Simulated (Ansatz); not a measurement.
**WC in Ansatz: the effect of functional**

Crystal: WC.

```xyz
2
Lattice="0.0000 2.2072 2.2072 2.2072 0.0000 2.2072 2.2072 2.2072 0.0000" Properties=species:S:1:pos:R:3 pbc="T T T"
W     0.0000    0.0000    0.0000
C     2.2072    2.2072    2.2072
```

Measurements of this composition are mostly on another form, of space group No. 187.

The cell isn't the ideal one: volume scaled by 1.02.

Alike in all runs:

* Program: Ansatz 0.2.0
* Task: single point
* Potentials or basis: Ansatz PAW
* k mesh: 10 × 10 × 10
* Occupations: fermi-dirac, width 0.05 eV
* Spin: no spin polarisation

| functional | cutoff | pressure (GPa) |
| --- | --- | --- |
| LDA | 420 eV (not typed: the program's choice for these potentials) | ? |
| PBEsol | 420 eV (not typed: the program's choice for these potentials) | -16.8 |
| r2SCAN | 500 eV (not typed: the program's choice for these potentials) | -12.2 |

Task: What does the run with functional LDA give?

Result: Pressure -22.4 GPa.

Caveats: the PAW data sets come from PBE, with cores solved anew for the run's functional, which leaves a small shift of forces and pressure.

Runs at the PBE level aren't shown here.
